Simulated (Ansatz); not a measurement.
Set up this calculation in Ansatz 0.2.0, as the native input.

| Property | Result |
| --- | --- |
| Task | single point |
| Functional | PBE |
| Potentials or basis | all-electron LAPW, scalar-relativistic |
| Cutoff | 344 eV (chosen from the basis error) |
| Basis error allowed | 0.001 eV/atom |
| k mesh | 10 × 10 × 10 |
| Occupations | gaussian, width 0.017 eV |
| Spin | no spin polarisation |

Crystal: HfN.

```
Hf N
1.0
     0.00000    2.25600    2.25600
     2.25600    0.00000    2.25600
     2.25600    2.25600    0.00000
Hf N
1 1
Direct
  0.00000 0.00000 0.00000
  0.50000 0.50000 0.50000
```

The input as run:

input.yaml

```yaml
crystal:
  lattice:
    - [0.0, 2.256, 2.256]
    - [2.256, 0.0, 2.256]
    - [2.256, 2.256, 0.0]
  atoms:
    - { symbol: Hf, position: [0.0, 0.0, 0.0] }
    - { symbol: "N", position: [0.5, 0.5, 0.5] }
kpoints:
  mp_grid: { grid: [10, 10, 10] }
scf:
  occupations: { method: gaussian, width: 0.017 }
hamiltonian:
  xc: pbe
  pseudopotentials: { kind: all_electron, lapw: { basis_error: 0.001 } }
output:
  forces: true
  stress: true
  eigenvalues: true
```

Potentials or basis: all-electron LAPW, scalar-relativistic.

The run is started by

```bash
$ ansatz run input.yaml --threads 1 --pin off --max-ram 3072MiB --backend cpu --events-out ev --progress --plain --runs-dir out
```

Results of the run:

```yaml
Pressure: 6.7 GPa
Band_gap_on_the_k_mesh: none (metal or under the smearing width)
```

Run time: 14 s on 1 thread of Arm Neoverse V1, on a shared host, peak memory 0.33 GiB.
